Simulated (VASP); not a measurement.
# Pd (Im-3m) in VASP: RPA correlation energy with PBE

Aim: the RPA correlation energy of Pd with PBE.

All numbers are computed with VASP 6.6.1; they aren't measurements. Logs are shortened: lines on timing, memory, paths and dates and some standing lists are left out, and cuts for length are marked.

### Step 1. Starting point

Symmetry: Im-3m, No. 229, cubic system. The conventional cell has a = 3.082 Å, b = 3.082 Å, c = 3.082 Å, α = 90.00°, β = 90.00°, γ = 90.00°. Pd (site symmetry m-3m) is surrounded by 8 Pd at 2.67 Å.

This isn't the form of Pd at room conditions, which is fcc.

### Step 2. RPA correlation energy, PBE

Contents of POSCAR:

```
Pd
1.0
   -1.5407700000      1.5407700000      1.5407700000
    1.5407700000     -1.5407700000      1.5407700000
    1.5407700000      1.5407700000     -1.5407700000
Pd
1
Direct
    0.0000000000      0.0000000000      0.0000000000
```

Contents of INCAR.step1:

```
PREC = Accurate
ENCUT = 450
EDIFF = 1E-8
ISMEAR = 0
SIGMA = 0.05
LREAL = False
LASPH = True
NELM = 100
ALGO = Normal
LWAVE = True
LCHARG = False
GGA = PE
```

Contents of INCAR.step2:

```
PREC = Accurate
ENCUT = 450
EDIFF = 1E-8
ISMEAR = 0
SIGMA = 0.05
LREAL = False
LASPH = True
NELM = 1
ALGO = EIGENVAL
LWAVE = False
LCHARG = False
GGA = PE
LHFCALC = True
AEXX = 1.0
ALDAC = 0.0
AGGAC = 0.0
ISTART = 1
PRECFOCK = Fast
```

Contents of INCAR.step3:

```
PREC = Accurate
ENCUT = 450
EDIFF = 1E-8
ISMEAR = 0
SIGMA = 0.05
LREAL = False
LASPH = True
NELM = 1
ALGO = Exact
LWAVE = True
LCHARG = False
GGA = PE
NBANDS = 327
LOPTICS = True
ISTART = 1
```

Contents of INCAR.step4:

```
PREC = Accurate
ENCUT = 450
EDIFF = 1E-8
ISMEAR = 0
SIGMA = 0.05
LREAL = False
LASPH = True
NELM = 100
ALGO = ACFDT
LWAVE = False
LCHARG = False
GGA = PE
NBANDS = 327
ENCUTGW = 250
NOMEGA = 12
ISTART = 1
PRECFOCK = Fast
```

Contents of KPOINTS:

```
regular mesh
0
Gamma
  8 8 8
```

Potentials or basis: VASP PAW PBE potentials, release 64 (Pd_GW).

Launch:

```
> cat potpaw_PBE.64/Pd_GW/POTCAR > POTCAR
> cp INCAR.step1 INCAR
> mpirun -np 1 vasp_std > vasp.out
> cp INCAR.step2 INCAR
> mpirun -np 1 vasp_std > vasp.out
> cp INCAR.step3 INCAR
> mpirun -np 1 vasp_std > vasp.out
> cp INCAR.step4 INCAR
> mpirun -np 1 vasp_std > vasp.out
```

OUTCAR:

```text
PREC = Accurate
   ENCUT = 450
   EDIFF = 1E-8
   ISMEAR = 0
   LREAL = False
   LASPH = True
   NELM = 100
   GGA = PE
   ENCUTGW = 250
   ISTART = 1
   PRECFOCK = Fast

 ion  position               nearest neighbor table
   1  0.000  0.000  0.000-

  LATTYP: Found a body centered cubic cell.
 ALAT       =     3.0815400000

  Lattice vectors:

 A1 = (  -1.5407700000,   1.5407700000,   1.5407700000)
 A2 = (   1.5407700000,  -1.5407700000,   1.5407700000)
 A3 = (   1.5407700000,   1.5407700000,  -1.5407700000)

Analysis of symmetry for initial positions (statically):
=====================================================================
 Subroutine PRICEL returns:
 Original cell was already a primitive cell.

 Routine SETGRP: Setting up the symmetry group for a
 body centered cubic supercell.

 Subroutine GETGRP returns: Found 48 space group operations
 (whereof 48 operations were pure point group operations)
 out of a pool of 48 trial point group operations.

The static configuration has the point symmetry O_h .

Analysis of symmetry for dynamics (positions and initial velocities):
=====================================================================
 Subroutine PRICEL returns:
 Original cell was already a primitive cell.

 Routine SETGRP: Setting up the symmetry group for a
 body centered cubic supercell.

 Subroutine GETGRP returns: Found 48 space group operations
 (whereof 48 operations were pure point group operations)
 out of a pool of 48 trial point group operations.

The dynamic configuration has the point symmetry O_h .

 Subroutine INISYM returns: Found 48 space group operations
 (whereof 48 operations are pure point group operations),
 and found     1 'primitive' translations

----------------------------------------------------------------------------------------

                                     Primitive cell

  volume of cell :      14.6310

  direct lattice vectors                    reciprocal lattice vectors
    -1.540770000  1.540770000  1.540770000     0.000000000  0.324513068  0.324513068
     1.540770000 -1.540770000  1.540770000     0.324513068  0.000000000  0.324513068
     1.540770000  1.540770000 -1.540770000     0.324513068  0.324513068  0.000000000

  length of vectors
     2.668691923  2.668691923  2.668691923     0.458930782  0.458930782  0.458930782

  position of ions in fractional coordinates (direct lattice)
     0.000000000  0.000000000  0.000000000

  ion indices of the primitive-cell ions
   primitive index   ion index
                 1           1

----------------------------------------------------------------------------------------

 KPOINTS: regular mesh

Automatic generation of k-mesh.
 Grid dimensions read from file:
 generate k-points for:    8    8    8

 Generating k-lattice:

  Cartesian coordinates                     Fractional coordinates (reciprocal lattice)
     0.000000000  0.040564134  0.040564134     0.125000000  0.000000000  0.000000000
     0.040564134  0.000000000  0.040564134     0.000000000  0.125000000  0.000000000
     0.040564134  0.040564134  0.000000000     0.000000000  0.000000000  0.125000000

  Length of vectors
     0.057366348  0.057366348  0.057366348

  Shift w.r.t. Gamma in fractional coordinates (k-lattice)
     0.000000000  0.000000000  0.000000000

 Subroutine IBZKPT returns following result:
 ===========================================

 Found     29 irreducible k-points:

 Following reciprocal coordinates:
            Coordinates               Weight
  0.000000  0.000000  0.000000      1.000000
  0.125000  0.000000  0.000000     12.000000
  0.250000  0.000000  0.000000     12.000000
  0.375000  0.000000  0.000000     12.000000
  0.500000  0.000000  0.000000      6.000000
  0.125000  0.125000  0.000000     24.000000
[... 16 lines left out ...]
 -0.250000  0.250000  0.250000      6.000000
 -0.375000  0.375000  0.250000     24.000000
 [... further k-points ...]
   k-points           NKPTS =     29   k-points in BZ     NKDIM =    512   number of bands    NBANDS=    327
   number of dos      NEDOS =    301   number of ions     NIONS =      1
   total plane-waves  NPLWV =   5832
   dimension x,y,z NGX =    18 NGY =   18 NGZ =   18
   dimension x,y,z NGXF=    36 NGYF=   36 NGZF=   36
   ions per type =               1
   NGX,Y,Z   is equivalent  to a cutoff of  11.21, 11.21, 11.21 a.u.
   NGXF,Y,Z  is equivalent  to a cutoff of  22.43, 22.43, 22.43 a.u.
 SYSTEM =  unknown system
   PREC   = accura    normal or accurate (medium, high low for compatibility)
   ISTART =      1    job   : 0-new  1-cont  2-samecut
   ICHARG =      0    charge: 1-file 2-atom 10-const
   ISPIN  =      1    spin polarized calculation?
   LNONCOLLINEAR =      F non collinear calculations
   LSORBIT =      F    spin-orbit coupling
   LASPH  =      T    aspherical Exc in radial PAW
   ENCUT  =  450.0 eV  33.07 Ry    5.75 a.u.   4.62  4.62  4.62*2*pi/ulx,y,z
   NELM   =    100;   NELMIN=  2; NELMDL=  0     # of ELM steps
   EDIFF  = 0.1E-07   stopping-criterion for ELM
   LREAL  =      F    real-space projection
   EDIFFG = 0.1E-06   stopping-criterion for IOM
   NSW    =      0    number of steps for IOM
   IBRION =     -1    ionic relax: 0-MD 1-quasi-New 2-CG
   NFREE  =      0    steps in history (QN), initial steepest desc. (CG)
   ISIF   =      0    stress and relaxation
   ISYM   =      3    0-nonsym 1-usesym 2-fastsym
   POTIM  = 0.5000    time-step for ionic-motion
   TEBEG  =    0.0;   TEEND  =   0.0 temperature during run
   PSTRESS=    0.0 pullay stress
   NELECT =      10.0000    total number of electrons
   NUPDOWN=      -1.0000    fix difference up-down
   EMIN   =  10.00;   EMAX   =-10.00  energy-range for DOS
   EFERMI =   0.00;   METHOD = LEGACY
   ISMEAR =     0;   SIGMA  =   0.05  broadening in eV -4-tet -1-fermi 0-gaus
   EFERMI_NEDOS =   21; number of points for ismear=-14 and -15
   IALGO  =     38    algorithm
   IMIX   =      4    mixing-type and parameters
     AMIX     =   0.40;   BMIX     =  1.00
     AMIX_MAG =   1.60;   BMIX_MAG =  1.00
  volume/ion in A,a.u.               =      14.63        98.73
  Fermi-wavevector in a.u.,A,eV,Ry     =   1.442061  2.725100 28.293866  2.079540
  Thomas-Fermi vector in A             =   2.560624
   LORBIT       =      0    0 simple, 1 ext, 2 COOP (PROOUT), +10 PAW based schemes
   GGA     = PE    functional components
   LHFCALC =     T    Hartree Fock is set to
   PRECFOCK=fast      Normal, Fast or Accurate (Low or Medium for compatibility)
   ENCUT4O =  -1.0   cutoff for four orbital integrals eV
   NKREDX  =     1    reduce k-point grid by
   NKREDY  =     1    reduce k-point grid by
   NKREDZ  =     1    reduce k-point grid by
   AEXX    =    1.0000 exact exchange contribution
   HFSCREEN=    0.0000 screening length (either q_TF or 0.3 A-1)
   HFSCREENC=   0.0000 screening length for correlation (either q_TF or 0.3 A-1)
   ENCUTFOCK=  -1.0 apply spherical cutoff to Coloumb kernel
   IVDW    =     0    specifies the selected vdW correction
   LEPSILON=     F    determine dielectric tensor
   LRPA    =     F    only Hartree local field effects (RPA)
   LRPAFORCE           =     F    calculate RPA forces
   ENCUTGW             = 250.0    cutoff for response function in eV
   ENCUTGWSOFT         = 200.0    soft cutoff for Coulomb kernel in GW response function in eV
   ENCUTLF             =  -1.0    cutoff for local field effects
   NELMGW              =     1    number of iterations in solving QP/BSE equation
   NELMHF              =     1    number of iterations in the inner HF iteration
   NKREDLFX            =     1    NKREDLFY  =   1   NKREDLFZ  =   1
 non-spin polarized calculation
 Gauss-broadening in eV      SIGMA  =   0.05
  energy-cutoff  :      450.00
  volume of cell :       14.63
 maximum number of plane-waves:       327
  NGX = 12; NGY = 12; NGZ = 12
   NGX =  9   NGY =  9   NGZ =  9
 maximum number of plane-waves:       140

      cutoff energy     smooth cutoff   RPA   correlation   Hartree contr. to MP2
---------------------------------------------------------------------------------
            250.000           200.000      -17.5269317999      -53.4079419764
            238.095           190.476      -17.4846183716      -53.3604876721
            226.757           181.406      -17.4391081109      -53.3094651447
            215.959           172.768      -17.3902860497      -53.2545774766
            205.676           164.541      -17.3378275658      -53.1952369531
            195.882           156.705      -17.2814179973      -53.1308927003
            186.554           149.243      -17.2206365129      -53.0609760588
            177.670           142.136      -17.1551633690      -52.9850336197
  linear regression
  converged value                          -18.0821687925      -54.0401334402
```

Wall time 28 min (1 thread of Intel Xeon Platinum 8488C (Sapphire Rapids), shared host); peak memory 1.1 GiB.

Results:

```yaml
Band_gap_on_the_k_mesh_mean-field_level: none (metal or under the smearing width)
RPA_correlation_energy: -18.082 eV/atom
RPA_total_energy_per_cell: -26.388 eV
RPA_correlation_energy_per_cell: -18.082 eV
```

Caveat: the k mesh is coarse (spacing up to 0.36 Å⁻¹), so the values aren't converged; the ground state has no gap, which makes the many-body step unreliable.
